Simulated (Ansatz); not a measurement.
One crystal and one scan (frozen-phonon scan) at two levels, r2SCAN (plane waves to 500 eV, PAW, scalar-relativistic; Ansatz, a first-principles code) and PBE (plane waves to 420 eV, PAW, scalar-relativistic; Ansatz), each from its own relaxed cell and on its own mesh. The cell shown is that of r2SCAN.

Starting cell, LiI (rock salt):

```yaml
crystal:
  lattice:
    - [0.00000, 6.01819, 6.01819]
    - [3.00909, 0.00000, 3.00909]
    - [3.00909, 3.00909, 0.00000]
  atoms:
    - { symbol: I, position: [0.00000, 0.00000, 0.00000] }
    - { symbol: I, position: [0.50000, 0.00000, 0.00000] }
    - { symbol: Li, position: [0.25000, 0.50000, 0.50000] }
    - { symbol: Li, position: [0.75000, 0.50000, 0.50000] }
```

The atoms are displaced by Q × the pattern below (from a DFPT mode at L = (0.5, 0.0, 0.0), largest move 1; Q in Å), at fixed cell. It is one choice among 2 degenerate patterns. (q is in reciprocal vectors of the primitive cell; the cell shown is doubled to hold the pattern.)

```csv
atom,x,y,z
I1,0.285,-0.520,0.805
I2,-0.285,0.520,-0.805
```

Atoms not listed stay in place.

LiI was relaxed with its symmetry unable to fall. Spin-orbit coupling is left out, though I is heavy. Percentages come from the unrounded values.

Results of r2SCAN:

```
Item                                                                                                                                               Value
----------------------------------------------------------------------------------------  --------------------------------------------------------------
Band gap of the relaxed cell, no spin-orbit coupling (eV)                                                                                           5.00
Harmonic wavenumber from the curvature (finite differences) (cm⁻¹ (negative: imaginary))                                                              47
Shape of the curve                                                                        a single well with its minimum at or next to zero displacement
```

**Question.** What does PBE give for the same quantities?

**Answer.** 
```tsv
quantity	PBE	r2SCAN − PBE
Band gap of the relaxed cell, no spin-orbit coupling (eV)	4.25	+0.75 (+18 %)
Harmonic wavenumber from the curvature (finite differences) (cm⁻¹ (negative: imaginary))	43	+4 (+8 %)
```

r2SCAN gives the higher value for: band gap of the relaxed cell, no spin-orbit coupling; harmonic wavenumber from the curvature. Both give the same shape of the curve: a single well with its minimum at or next to zero displacement. Neither level is exact: the differences show how much the result hangs on the functional.

(For displaced atoms, the force is minus the slope of the energy, and its curvature is a force constant, which sets phonon frequencies.)
